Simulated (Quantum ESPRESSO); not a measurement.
# BeTe (F-43m) in Quantum ESPRESSO: a series of runs

The runs below take BeTe through band structure, with PBE, LDA.

All numbers are computed with Quantum ESPRESSO 7.5; they aren't measurements. Logs are shortened: lines on timing, memory, paths and dates and some standing lists are left out, and cuts for length are marked.

### Step 1. The structure

Symmetry: F-43m, No. 216, cubic system. The conventional cell has a = 5.540 Å, b = 5.540 Å, c = 5.540 Å, α = 90.00°, β = 90.00°, γ = 90.00°. Te (site symmetry -43m) has 4 Be at 2.40 Å as nearest neighbours. Be (site symmetry -43m) is surrounded by 4 Te at 2.40 Å.

### Step 2. Band structure, PBE

pw.in reads:

```
&CONTROL
  calculation = 'scf'
  prefix = 'pwscf'
  outdir = './tmp'
  pseudo_dir = './pseudo'
  tprnfor = .true.
  tstress = .true.
  disk_io = 'low'
/
&SYSTEM
  ibrav = 0
  nat = 2
  ntyp = 2
  ecutwfc = 88
  nbnd = 16
  occupations = 'smearing'
  smearing = 'fd'
  degauss = 0.00367493
/
&ELECTRONS
  conv_thr = 4d-10
  electron_maxstep = 120
  mixing_beta = 0.5
/
ATOMIC_SPECIES
Te   127.6000 Te.upf
Be     9.0122 Be.upf
CELL_PARAMETERS angstrom
   0.0000000000    2.7700000000    2.7700000000
   2.7700000000    0.0000000000    2.7700000000
   2.7700000000    2.7700000000    0.0000000000
ATOMIC_POSITIONS angstrom
Te     4.1550000000    4.1550000000    4.1550000000
Be     0.0000000000    0.0000000000    0.0000000000
K_POINTS automatic
8 8 8 0 0 0
```

bands.in reads:

```
&CONTROL
  calculation = 'bands'
  prefix = 'pwscf'
  outdir = './tmp'
  pseudo_dir = './pseudo'
  disk_io = 'low'
  verbosity = 'high'
/
&SYSTEM
  ibrav = 0
  nat = 2
  ntyp = 2
  ecutwfc = 88
  nbnd = 16
  occupations = 'smearing'
  smearing = 'fd'
  degauss = 0.00367493
/
&ELECTRONS
  conv_thr = 1d-08
  electron_maxstep = 120
  mixing_beta = 0.5
  diago_full_acc = .true.
/
ATOMIC_SPECIES
Te   127.6000 Te.upf
Be     9.0122 Be.upf
CELL_PARAMETERS angstrom
   0.0000000000    2.7700000000    2.7700000000
   2.7700000000    0.0000000000    2.7700000000
   2.7700000000    2.7700000000    0.0000000000
ATOMIC_POSITIONS angstrom
Te     4.1550000000    4.1550000000    4.1550000000
Be     0.0000000000    0.0000000000    0.0000000000
K_POINTS crystal
60
 0.0000000000  0.0000000000  0.0000000000 1
 0.0625000000  0.0000000000  0.0625000000 1
 0.1250000000  0.0000000000  0.1250000000 1
 0.1875000000  0.0000000000  0.1875000000 1
 0.2500000000  0.0000000000  0.2500000000 1
 0.3125000000  0.0000000000  0.3125000000 1
 0.3750000000  0.0000000000  0.3750000000 1
 0.4375000000  0.0000000000  0.4375000000 1
 0.5000000000  0.0000000000  0.5000000000 1
 0.5000000000  0.0625000000  0.5625000000 1
 0.5000000000  0.1250000000  0.6250000000 1
 0.5000000000  0.1875000000  0.6875000000 1
 0.5000000000  0.2500000000  0.7500000000 1
 0.4375000000  0.3125000000  0.7500000000 1
 0.3750000000  0.3750000000  0.7500000000 1
 0.3375000000  0.3375000000  0.6750000000 1
 0.3000000000  0.3000000000  0.6000000000 1
 0.2625000000  0.2625000000  0.5250000000 1
 0.2250000000  0.2250000000  0.4500000000 1
 0.1875000000  0.1875000000  0.3750000000 1
 0.1500000000  0.1500000000  0.3000000000 1
 0.1125000000  0.1125000000  0.2250000000 1
 0.0750000000  0.0750000000  0.1500000000 1
 0.0375000000  0.0375000000  0.0750000000 1
 0.0000000000  0.0000000000  0.0000000000 1
 0.0625000000  0.0625000000  0.0625000000 1
 0.1250000000  0.1250000000  0.1250000000 1
 0.1875000000  0.1875000000  0.1875000000 1
 0.2500000000  0.2500000000  0.2500000000 1
 0.3125000000  0.3125000000  0.3125000000 1
 0.3750000000  0.3750000000  0.3750000000 1
 0.4375000000  0.4375000000  0.4375000000 1
 0.5000000000  0.5000000000  0.5000000000 1
 0.5250000000  0.4500000000  0.5250000000 1
 0.5500000000  0.4000000000  0.5500000000 1
 0.5750000000  0.3500000000  0.5750000000 1
 0.6000000000  0.3000000000  0.6000000000 1
 0.6250000000  0.2500000000  0.6250000000 1
 0.5833333333  0.2500000000  0.6666666667 1
 0.5416666667  0.2500000000  0.7083333333 1
 0.5000000000  0.2500000000  0.7500000000 1
 0.5000000000  0.2857142857  0.7142857143 1
 0.5000000000  0.3214285714  0.6785714286 1
 0.5000000000  0.3571428571  0.6428571429 1
 0.5000000000  0.3928571429  0.6071428571 1
 0.5000000000  0.4285714286  0.5714285714 1
 0.5000000000  0.4642857143  0.5357142857 1
 0.5000000000  0.5000000000  0.5000000000 1
 0.4821428571  0.4821428571  0.5357142857 1
 0.4642857143  0.4642857143  0.5714285714 1
 0.4464285714  0.4464285714  0.6071428571 1
 0.4285714286  0.4285714286  0.6428571429 1
 0.4107142857  0.4107142857  0.6785714286 1
 0.3928571429  0.3928571429  0.7142857143 1
 0.3750000000  0.3750000000  0.7500000000 1
 0.6250000000  0.2500000000  0.6250000000 1
 0.5937500000  0.1875000000  0.5937500000 1
 0.5625000000  0.1250000000  0.5625000000 1
 0.5312500000  0.0625000000  0.5312500000 1
 0.5000000000  0.0000000000  0.5000000000 1
```

Potentials or basis: PseudoDojo 0.4.1 SR PBE standard.

Launch:

```sh
> OMP_NUM_THREADS=1 pw.x -in pw.in > pw.out
> OMP_NUM_THREADS=1 pw.x -in bands.in > bands.out
```

pw.out:

```text
This program is part of the open-source Quantum ESPRESSO suite
     for quantum simulation of materials; please cite
[... 9 lines left out ...]
     --------------------
     sticks:   dense  smooth     PW     G-vecs:    dense   smooth      PW
     Sum        1333    1333    379                31951    31951    5029

     Using Slab Decomposition

     bravais-lattice index     =            0
     lattice parameter (alat)  =       7.4028  a.u.
     unit-cell volume          =     286.8573 (a.u.)^3
     number of atoms/cell      =            2
     number of atomic types    =            2
     number of electrons       =        20.00
     number of Kohn-Sham states=           16
     kinetic-energy cutoff     =      88.0000  Ry
     charge density cutoff     =     352.0000  Ry
     scf convergence threshold =      4.0E-10
     mixing beta               =       0.5000
     number of iterations used =            8  plain     mixing
     Exchange-correlation= PBE
                           (   1   4   3   4   0   0   0)

     celldm(1)=   7.402759  celldm(2)=   0.000000  celldm(3)=   0.000000
     celldm(4)=   0.000000  celldm(5)=   0.000000  celldm(6)=   0.000000

     crystal axes: (cart. coord. in units of alat)
               a(1) = (   0.000000   0.707107   0.707107 )
               a(2) = (   0.707107   0.000000   0.707107 )
               a(3) = (   0.707107   0.707107   0.000000 )

     reciprocal axes: (cart. coord. in units 2 pi/alat)
               b(1) = ( -0.707107  0.707107  0.707107 )
               b(2) = (  0.707107 -0.707107  0.707107 )
               b(3) = (  0.707107  0.707107 -0.707107 )

     PseudoPot. # 1 for Te read from file:
     Te.upf
     Pseudo is Norm-conserving + core correction, Zval = 16.0
     Generated using ONCVPSP code by D. R. Hamann
     Using radial grid of 1294 points,  6 beta functions with:
                l(1) =   0
                l(2) =   0
                l(3) =   1
                l(4) =   1
                l(5) =   2
                l(6) =   2

     PseudoPot. # 2 for Be read from file:
     Be.upf
     Pseudo is Norm-conserving, Zval =  4.0
     Generated using ONCVPSP code by D. R. Hamann
     Using radial grid of 1358 points,  4 beta functions with:
                l(1) =   0
                l(2) =   0
                l(3) =   1
                l(4) =   1

     atomic species   valence    mass     pseudopotential
     Te               16.00   127.60000     Te( 1.00)
     Be                4.00     9.01220     Be( 1.00)

     24 Sym. Ops. (no inversion) found

   Cartesian axes

     site n.     atom                  positions (alat units)
         1        Te     tau(   1) = (   1.0606602   1.0606602   1.0606602  )
         2        Be     tau(   2) = (   0.0000000   0.0000000   0.0000000  )

     number of k points=    29  Fermi-Dirac smearing, width (Ry)=  0.0037
                       cart. coord. in units 2pi/alat
        k(    1) = (   0.0000000   0.0000000   0.0000000), wk =   0.0039062
        k(    2) = (   0.0883883   0.0883883  -0.0883883), wk =   0.0312500
        k(    3) = (   0.1767767   0.1767767  -0.1767767), wk =   0.0312500
        k(    4) = (   0.2651650   0.2651650  -0.2651650), wk =   0.0312500
        k(    5) = (  -0.3535534  -0.3535534   0.3535534), wk =   0.0156250
        k(    6) = (   0.1767767   0.0000000   0.0000000), wk =   0.0234375
[... 21 lines left out ...]
        k(   28) = (  -0.7071068   0.1767767  -0.0000000), wk =   0.0468750
        k(   29) = (  -0.7071068   0.3535534   0.0000000), wk =   0.0234375

     Dense  grid:    31951 G-vectors     FFT dimensions: (  45,  45,  45)

     Initial potential from superposition of free atoms

     starting charge      19.9996, renormalised to      20.0000
     Starting wfcs are   11 randomized atomic wfcs +    5 random wfcs

     Self-consistent Calculation

     iteration #  1     ecut=    88.00 Ry     beta= 0.50
     Davidson diagonalization with overlap
     ethr =  1.00E-02,  avg # of iterations =  5.0

     Threshold (ethr) on eigenvalues was too large:
     Diagonalizing with lowered threshold

     Davidson diagonalization with overlap
     ethr =  1.95E-04,  avg # of iterations =  3.3

     total energy              =    -237.67517401 Ry
     estimated scf accuracy    <       0.04015271 Ry

     iteration #  2     ecut=    88.00 Ry     beta= 0.50
     Davidson diagonalization with overlap
     ethr =  2.01E-04,  avg # of iterations =  1.3
[... 36 lines left out ...]
     total energy              =    -237.67782014 Ry
     estimated scf accuracy    <          9.4E-10 Ry

     iteration #  8     ecut=    88.00 Ry     beta= 0.50
     Davidson diagonalization with overlap
     ethr =  4.69E-12,  avg # of iterations =  2.0

     End of self-consistent calculation

          k = 0.0000 0.0000 0.0000 (  4015 PWs)   bands (ev):

   -91.8098 -27.9731 -27.9731 -27.9731 -27.9586 -27.9586  -4.1995   8.4350
     8.4350   8.4350  12.0426  12.0426  12.0426  12.6397  17.0073  19.0078

          k = 0.0884 0.0884-0.0884 (  3969 PWs)   bands (ev):

   -91.8098 -27.9728 -27.9725 -27.9725 -27.9586 -27.9586  -4.0414   7.0594
     8.1790   8.1790  12.0845  12.4139  12.4139  13.8769  17.4167  17.9598

          k = 0.1768 0.1768-0.1768 (  3984 PWs)   bands (ev):
[... 6 lines left out ...]
   -91.8098 -27.9710 -27.9702 -27.9702 -27.9577 -27.9577  -3.0353   3.2689
     7.3527   7.3527  11.7321  13.0820  13.0820  16.4302  18.5924  18.8260

          k =-0.3536-0.3536 0.3536 (  3996 PWs)   bands (ev):

   -91.8098 -27.9706 -27.9699 -27.9699 -27.9574 -27.9574  -2.7330   2.5837
     7.2253   7.2253  11.6739  13.0376  13.0376  16.3623  19.7274  20.3741

          k = 0.1768 0.0000 0.0000 (  3967 PWs)   bands (ev):

   -91.8098 -27.9734 -27.9719 -27.9719 -27.9590 -27.9581  -3.9885   7.3187
     7.7176   7.7176  11.6449  13.0788  13.0788  13.6290  16.6853  17.8892

          k = 0.2652 0.0884-0.0884 (  3988 PWs)   bands (ev):

   -91.8098 -27.9731 -27.9707 -27.9706 -27.9591 -27.9577  -3.6413   5.5902
     7.2015   7.3933  11.7823  13.1752  13.8605  14.3832  17.1548  18.5299

          k = 0.3536 0.1768-0.1768 (  3984 PWs)   bands (ev):
[... 11 lines left out ...]
   -91.8098 -27.9705 -27.9699 -27.9694 -27.9578 -27.9575  -2.7773   3.0417
     6.2593   7.1826  12.2163  13.2830  13.4648  16.6668  18.3405  18.5662

          k =-0.0884-0.2652 0.2652 (  4000 PWs)   bands (ev):

   -91.8098 -27.9714 -27.9705 -27.9702 -27.9585 -27.9576  -3.2946   4.3673
     6.4160   7.6729  12.4415  13.1068  13.4703  15.4783  16.9171  18.5255

          k = 0.0000-0.1768 0.1768 (  4009 PWs)   bands (ev):

   -91.8098 -27.9724 -27.9719 -27.9713 -27.9588 -27.9581  -3.7884   6.0502
     7.0581   8.1441  12.4935  12.5293  13.0048  14.7224  16.8854  17.7875

          k = 0.3536 0.0000 0.0000 (  4016 PWs)   bands (ev):

   -91.8098 -27.9740 -27.9691 -27.9691 -27.9598 -27.9570  -3.3992   5.4430
     6.6297   6.6297  10.9904  12.8941  15.0792  15.0792  17.5182  19.5451

          k = 0.4419 0.0884-0.0884 (  4005 PWs)   bands (ev):

   -91.8098 -27.9737 -27.9678 -27.9678 -27.9599 -27.9565  -2.9480   4.2718
     6.0170   6.2890  11.1441  12.6845  15.4036  15.6961  19.2604  20.1282

          k =-0.1768-0.5303 0.5303 (  4008 PWs)   bands (ev):

   -91.8098 -27.9724 -27.9677 -27.9673 -27.9594 -27.9566  -2.5053   3.3369
     5.2588   6.2752  11.3621  14.0764  15.2022  15.4618  19.1580  20.6711

          k =-0.0884-0.4419 0.4419 (  3997 PWs)   bands (ev):

   -91.8098 -27.9709 -27.9685 -27.9677 -27.9585 -27.9574  -2.4400   3.2491
     4.8011   6.5888  11.6865  14.9238  15.0176  16.3115  17.2701  18.3653

          k = 0.0000-0.3536 0.3536 (  3991 PWs)   bands (ev):

   -91.8098 -27.9703 -27.9699 -27.9690 -27.9582 -27.9577  -2.8196   3.8655
     5.0600   7.1416  12.2287  14.0782  14.7769  15.3359  16.9918  18.6171

          k = 0.5303-0.0000 0.0000 (  4016 PWs)   bands (ev):

   -91.8098 -27.9746 -27.9662 -27.9662 -27.9607 -27.9558  -2.6224   3.7967
     5.8751   5.8751  10.4899  11.5337  17.2213  17.2213  19.5376  21.3676

          k =-0.0884-0.6187 0.6187 (  4006 PWs)   bands (ev):

   -91.8098 -27.9741 -27.9658 -27.9656 -27.9606 -27.9557  -2.2967   3.3238
     5.1827   5.7887  10.7209  11.8615  17.4611  17.4832  19.8536  21.3142

          k = 0.0000-0.5303 0.5303 (  4031 PWs)   bands (ev):

   -91.8098 -27.9725 -27.9667 -27.9662 -27.9598 -27.9565  -2.2171   3.4476
     4.2865   6.0490  11.0843  13.7862  16.5860  16.9748  17.8594  19.2346

          k =-0.7071 0.0000 0.0000 (  3984 PWs)   bands (ev):

   -91.8098 -27.9749 -27.9650 -27.9650 -27.9610 -27.9553  -2.1941   3.0646
     5.6125   5.6125  10.3004  11.0573  18.5559  18.5559  20.4310  22.0520

          k = 0.3536 0.1768 0.0000 (  3990 PWs)   bands (ev):

   -91.8098 -27.9727 -27.9695 -27.9692 -27.9593 -27.9571  -3.2378   4.7079
     6.0274   7.1217  12.0377  13.5051  13.8541  14.9138  17.8067  19.3260

          k =-0.2652-0.4419 0.6187 (  4001 PWs)   bands (ev):

   -91.8098 -27.9715 -27.9693 -27.9679 -27.9589 -27.9570  -2.7308   3.5728
     5.4752   6.6311  12.5091  13.2230  14.5141  15.5596  18.5916  19.1284

          k =-0.1768-0.3536 0.5303 (  4006 PWs)   bands (ev):
[... 6 lines left out ...]
   -91.8098 -27.9732 -27.9675 -27.9663 -27.9600 -27.9562  -2.5390   3.7057
     5.3161   5.8307  11.5809  12.5018  15.2465  17.1773  19.4763  20.2212

          k =-0.0884-0.4419 0.6187 (  4006 PWs)   bands (ev):

   -91.8098 -27.9717 -27.9682 -27.9657 -27.9596 -27.9566  -2.2613   3.4561
     4.5991   5.6510  12.0815  13.9281  14.7873  16.6393  18.2607  20.8435

          k = 0.0000-0.3536 0.5303 (  3995 PWs)   bands (ev):

   -91.8098 -27.9703 -27.9697 -27.9663 -27.9590 -27.9571  -2.3576   3.5751
     4.4327   6.0223  12.5502  14.0417  14.8140  16.3802  17.5130  19.2378

          k =-0.7071 0.1768-0.0000 (  4020 PWs)   bands (ev):

   -91.8098 -27.9734 -27.9665 -27.9651 -27.9604 -27.9559  -2.1743   3.2768
     5.1002   5.2732  11.4117  12.0706  17.0069  17.1834  19.8694  20.8305

          k =-0.7071 0.3536 0.0000 (  3996 PWs)   bands (ev):

   -91.8098 -27.9703 -27.9696 -27.9651 -27.9596 -27.9567  -2.1540   3.6455
     4.4832   4.9941  13.7696  14.0062  14.1673  14.8783  19.7764  20.6336

     the Fermi energy is     9.3720 ev

!    total energy              =    -237.67782014 Ry
     estimated scf accuracy    <          2.5E-10 Ry
     smearing contrib. (-TS)   =      -0.00000000 Ry
     internal energy E=F+TS    =    -237.67782014 Ry

     The total energy is F=E-TS. E is the sum of the following terms:
     one-electron contribution =    -113.53616427 Ry
     hartree contribution      =      58.95824906 Ry
     xc contribution           =     -54.17454221 Ry
     ewald contribution        =    -128.92536272 Ry

     convergence has been achieved in   8 iterations

     Forces acting on atoms (cartesian axes, Ry/au):

     atom    1 type  1   force =    -0.00000000   -0.00000000    0.00000000
     atom    2 type  2   force =     0.00000000    0.00000000   -0.00000000

     Total force =     0.000000     Total SCF correction =     0.000000

     Computing stress (Cartesian axis) and pressure

          total   stress  (Ry/bohr**3)                   (kbar)     P=       44.59
   0.00030310   0.00000000   0.00000000           44.59        0.00        0.00
   0.00000000   0.00030310   0.00000000            0.00       44.59        0.00
   0.00000000   0.00000000   0.00030310            0.00        0.00       44.59

=------------------------------------------------------------------------------=
   JOB DONE.
=------------------------------------------------------------------------------=
```

Run time: 56 s. Hardware: 1 thread of Arm Neoverse V2, shared host; peak memory 0.09 GiB.

What came out:

* Free energy: -3233.7715 eV
* Pressure: 4.5 GPa
* Band gap on the k mesh: 1.87 eV, indirect (least direct gap 3.61 eV)
* Band gap along the path: 1.87 eV, indirect (least direct gap 3.61 eV)

Levels at the corners of the path, in eV from the valence-band top:
| point | band 8 | band 9 | band 10 | band 11 | band 12 | band 13 |
| --- | --- | --- | --- | --- | --- | --- |
| Γ | 0.00 | 0.00 | 0.00 | 3.61 | 3.61 | 3.61 |
| X | -5.37 | -2.82 | -2.82 | 1.87 | 2.62 | 10.12 |
| W | -4.79 | -3.95 | -3.44 | 5.33 | 5.57 | 5.73 |
| K | -4.99 | -4.15 | -2.39 | 2.65 | 5.35 | 8.15 |
| Γ | 0.00 | 0.00 | 0.00 | 3.61 | 3.61 | 3.61 |
| L | -5.85 | -1.21 | -1.21 | 3.24 | 4.60 | 4.60 |
| U | -4.99 | -4.15 | -2.39 | 2.65 | 5.35 | 8.15 |
| W | -4.79 | -3.95 | -3.44 | 5.33 | 5.57 | 5.73 |
| L | -5.85 | -1.21 | -1.21 | 3.24 | 4.60 | 4.60 |
| K | -4.99 | -4.15 | -2.39 | 2.65 | 5.35 | 8.15 |
| U | -4.99 | -4.15 | -2.39 | 2.65 | 5.35 | 8.15 |
| X | -5.37 | -2.82 | -2.82 | 1.87 | 2.62 | 10.12 |

Caveat: spin-orbit coupling is left out, which moves the levels of the heavy elements. PBE gaps usually lie below the measured ones, often by a third to a half.

(Part 1 of 2 ends here.)
